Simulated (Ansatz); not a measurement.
# Strain and the gap of NaCl (rocksalt)

NaCl (rocksalt), relaxed with r2SCAN in Ansatz 0.2.0. The symmetry is Fm-3m (No. 225, cubic); conventional cell a = 5.605 Å, 22.02 Å³ an atom. Na has 6 Cl at 2.80 Å; Cl has 6 Na at 2.80 Å.

The axes x, y and z are those of this cell:
```
CELL_PARAMETERS angstrom
0.00000 2.80270 2.80270
2.80270 0.00000 2.80270
2.80270 2.80270 0.00000
ATOMIC_POSITIONS crystal
Na 0.00000 0.00000 0.00000
Cl 0.50000 0.50000 0.50000
```

Unstrained: With PBE the gap is 5.180 eV and direct, at Γ. With r2SCAN the gap is 5.975 eV and direct, at Γ. The HSE06 gap is direct at Γ: 6.559 eV. Meshes: PBE 8×8×8, r2SCAN 8×8×8, HSE06 6×6×6. Strains are changes of length per length, and xy shears are angles. After each strain the atoms were relaxed again with r2SCAN within the symmetry that the strain leaves, so tilts or polar shifts that break it weren't tested; points keep the names that they have in the unstrained zone. Calculated for a static, non-magnetic cell.

Changes of the least gap in eV (an overlap counts as a negative gap):

| strain | volume change (%) | space group | PBE | r2SCAN | HSE06 | energy rise, r2SCAN (meV/atom) |
| --- | --- | --- | --- | --- | --- | --- |
| uniaxial +4.09 % along [111] | +4.1 | R-3m | -0.217 | -0.230 | -0.231 | 4.9 |
| xy shear, engineering strain (angle) +4.25 % | 0.0 | Immm | -0.091 | -0.094 | -0.094 | 1.7 |
| epitaxial -4.56 % in the plane normal to [111], free normal strain +3.72 % | -5.5 | R-3m | +0.050 | +0.058 | +0.060 | 16.0 |

Uniaxial +4.09 % along [111], other directions held. HSE06: the gap goes from 6.559 to 6.328 eV (-0.231 eV); with r2SCAN the top three valence levels at Γ, degenerate before, become 2+1 from the top over 157 meV. Stress change with r2SCAN, compression positive: xx -1.01, yy -1.01, zz -1.01, xy -0.38, xz -0.38, yz -0.38 GPa.

Xy shear, engineering strain (angle) +4.25 %. HSE06: the gap goes from 6.559 to 6.465 eV (-0.094 eV); with r2SCAN the top three valence levels at Γ, degenerate before, become 1+1+1 from the top over 166 meV. Stress change with r2SCAN, compression positive: xx +0.02, yy +0.02, zz -0.02, xy -0.58 GPa.

Epitaxial -4.56 % in the plane normal to [111], free normal strain +3.72 %. HSE06: the gap goes from 6.559 to 6.619 eV (+0.060 eV); with r2SCAN the top three valence levels at Γ, degenerate before, become 2+1 from the top over 384 meV. Stress change with r2SCAN, compression positive: xx +1.76, yy +1.76, zz +1.76, xy -0.89, xz -0.89, yz -0.89 GPa.

The meshes of the hybrids are coarse, so their gaps aren't converged to the digits shown.

The splittings at Γ are without spin-orbit coupling, which regroups them where it is of like size or larger.
